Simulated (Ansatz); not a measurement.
## Structure optimisation: barium, dhcp

Method: Ansatz, DFT, RPBE, plane waves (420 eV) with PAW, scalar-relativistic. The PAW files were generated under PBE, with cores re-solved for the functional.

k-point mesh 8×8×3, Fermi-Dirac smearing 0.1 eV, no spin polarisation. Cell and atoms relax.

Starting structure:

```yaml
crystal:
  lattice:
    - [4.454487373, 0.0, 0.0]
    - [-2.2272436865, 3.8576992259, 0.0]
    - [0.0, 0.0, 14.5483557602]
  atoms:
    - { symbol: Ba, position: [0.0, 0.0, 0.0] }
    - { symbol: Ba, position: [0.0, 0.0, 0.5] }
    - { symbol: Ba, position: [0.3333333333, 0.6666666667, 0.25] }
    - { symbol: Ba, position: [0.6666666667, 0.3333333333, 0.75] }
hamiltonian:
  xc: rpbe
  pseudopotentials:
    kind: paw
    azcp:
      Ba: "pseudopotentials/Ba.paw.azcp"
basis:
  ecutwfc: 420
  fft_grid_basis: typed
kpoints:
  mp_grid: { grid: [8, 8, 3], shift: [0, 0, 0] }
magnetization:
  spin_polarized: false
scf:
  occupations: { method: fermi_dirac, width: 0.1 }
relax:
  max_steps: 60
  f_tol: 0.01
  cell: {}
```

**Question.** What cell does the relaxation end in?

**Answer.** P6_3/mmc with a = 4.610 Å, c = 15.064 Å (c/a = 3.268); 69.30 Å³ per atom against 62.50 at the start (10.9 %).

**Question.** How much energy does the relaxation gain?

**Answer.** 19.5 meV per atom.
